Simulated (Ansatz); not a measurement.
The structure comes from a relaxation in the same program, started in the sc type, and has space group Pm-3m. Whether it is a known phase or the ground state wasn't checked.

An input for Rh: DFT, PBE, PAW with Ansatz's default frozen-core files, scalar-relativistic (Ansatz 0.2.0).

```yaml
crystal:
  lattice:
    - [2.5360633234, 0.0, 0.0]
    - [0.0, 2.5360633234, 0.0]
    - [0.0, 0.0, 2.5360633234]
  atoms:
    - { symbol: Rh, position: [0.0, 0.0, 0.0] }
kpoints:
  mp_grid: { grid: [14, 14, 14] }
  band_path:
    path:
      - [0.0, 0.0, 0.0]
      - [0.0, 0.5, 0.0]
      - [0.5, 0.5, 0.0]
      - [0.0, 0.0, 0.0]
      - [0.5, 0.5, 0.5]
      - [0.0, 0.5, 0.0]
      - [0.5, 0.5, 0.5]
      - [0.5, 0.5, 0.0]
    npoints: 8
scf:
  occupations: { method: fermi_dirac, width: 0.08 }
hamiltonian:
  xc: pbe
  pseudopotentials: { kind: paw }
output:
  forces: true
  stress: true
  eigenvalues: true
  efg: { contact_densities: true }
  populations: true
  bader: true
  dos: { projected: true, de: 0.2, e_range: [-14, 8] }
```

Set-up and iterations as logged by Ansatz (the results part is left out, to be predicted):

```
Engine: ansatz 0.2.0
Pseudopotentials: kind: paw
Pseudopotential: Rh, paw, valence charge 17, recommended cutoff 420 eV (normal)
Functional definition: PBE
  parameter kappa = 0.804
  parameter beta = 0.06672455060314922
  exchange = pbe_x(kappa = kappa, mu = beta*pi^2/3)
  correlation = pbe_c(beta = beta)
Crystal: 1 atoms, lattice volume = 16.311 Å³
Basis set: ecut = 420 eV, 305 PW (Γ), exchange–correlation on 36×36×36 points (8 copies of the dense FFT grid, shifted against one another)
Bands: 13, of which v1, the nominal top of the filled ones, is band 9 counted from 1 (8 counted from 0)
Symmetry: 48 space group operations
Space group: Pm-3m (ITA 221), of the structure as read, at distance tolerance 2.5e-5 Å
k-points: 120 of 2744
Non-local potential: Rh, projectors of the file, l = 0: 3, l = 1: 2, l = 2: 2, l = 3: 1
PAW form: soft (Blöchl's): semilocal exchange-correlation on the pseudo side does not see the compensation charge
PAW one-centre angular grid: Rh, 590 points (default); XC on 64 Gauss nodes
Initial density: superposition of atomic densities (neutral atoms: chi_scale 0, normalization atom), corrected by the library's trained network
Initial wavefunctions: pseudopotential atomic-orbital guess
Functional: x = pbe(κ = 0.804, μ = 0.2195149727645171), c = pbe(β = 0.06672455060314922)
SCF iter   1: F=—  HF=-6402.118658 eV  |F-HF|=—  |Δ(HF+E_count)|=         —  Δρ=5.78e-3  dr2=4.35e-3  ethr=1.77e-3  ⟨swp⟩=4.9  Hψ=8394  notcnv=0
SCF iter   2: F=—  HF=-6402.118343 eV  |F-HF|=—  |Δ(HF+E_count)|=   3.14e-4  Δρ=2.59e-3  dr2=7.15e-4  ethr=2.56e-5  ⟨swp⟩=1.6  Hψ=2750  notcnv=0
SCF iter   3: F=—  HF=-6402.118349 eV  |F-HF|=—  |Δ(HF+E_count)|=   5.55e-6  Δρ=4.65e-4  dr2=1.53e-5  ethr=4.20e-6  ⟨swp⟩=2.1  Hψ=2005  notcnv=0
SCF iter   4: F=—  HF=-6402.118388 eV  |F-HF|=—  |Δ(HF+E_count)|=   3.91e-5  Δρ=9.04e-5  dr2=1.11e-6  ethr=8.99e-8  ⟨swp⟩=2.3  Hψ=2432  notcnv=0
iter 5 did not close the SCF: its close was put off for the readings that it lacked (scf_convergence_deferred on its scf_iter line)
SCF iter   5: F=-6402.118388 eV  HF=-6402.118388 eV  |F-HF|=2.26e-9  |Δ(HF+E_count)|=   1.44e-7  Δρ=7.61e-6  dr2=6.81e-9  ethr=6.56e-9  ⟨swp⟩=2.2  Hψ=2137  notcnv=0
SCF iter   6: F=-6402.118388 eV  HF=-6402.118388 eV  |F-HF|=6.37e-12  |Δ(HF+E_count)|=  2.35e-10  Δρ=8.22e-7  dr2=6.69e-11  ethr=4.00e-11  ⟨swp⟩=2.1  Hψ=4876  notcnv=0
```

Spin polarisation is left out, and whether a magnetic state lies lower isn't shown here.

What pressure will this run report?

-0.01 GPa (positive in compression).

Is there a band gap?

none: with an odd electron count and no spin polarisation the bands can't all be full, a metal in this set-up (spin order or a larger cell could open a gap).
